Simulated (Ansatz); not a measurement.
Runs of Ansatz 0.2.0 on Ta. Symmetry: P6_3/mmc, No. 194, hexagonal system. Conventional cell: a = 2.900 Å, b = 2.900 Å, c = 5.166 Å, α = 90.00°, β = 90.00°, γ = 120.00°. Around Ta (site symmetry -6m2) lie 12 Ta at 2.90 to 3.08 Å. This isn't the form of Ta at room conditions, which is bcc.

```tsv
task	level	spin	cell	k mesh	points for each segment of the path	gap on the mesh (eV)	pressure (GPa)
relaxation of cell and atoms	HSE03	off	relaxed	6 × 6 × 3	-	none	0.0
single point	PBE0	SOC, no magnetisation	as given	5 × 5 × 2	-	none	-1.2
band structure	HSE06	off	as given	6 × 6 × 3	4	none	-3.7
band structure	HSE03	off	as given	6 × 6 × 3	4	none	(a)
single point	PBEsol0	off	as given	6 × 6 × 3	-	none	-8.4
```

Alike in all rows: potentials or basis Ansatz PAW; cutoff (eV) 420; smearing fermi-dirac 0.05 eV; the mesh is coarse, so values aren't converged.

Problem. Fill in the values left out.

Solution. (a) -3.4.

Caveats: all runs use coarse meshes; the PAW data sets come from PBE, with cores solved anew for the run's functional, which leaves a small shift of forces and pressure; the thresholds are loose for stress (some runs); spin-orbit coupling is left out, which moves the levels of the heavy elements (some runs); the plane-wave basis is chosen anew once the cell has moved, so the energies of steps on either side of that aren't comparable (some runs).

A k mesh can miss the band edges, and rows without SOC leave out spin-orbit coupling on Ta.

A gap of «none» marks a metal or a gap under the smearing width.
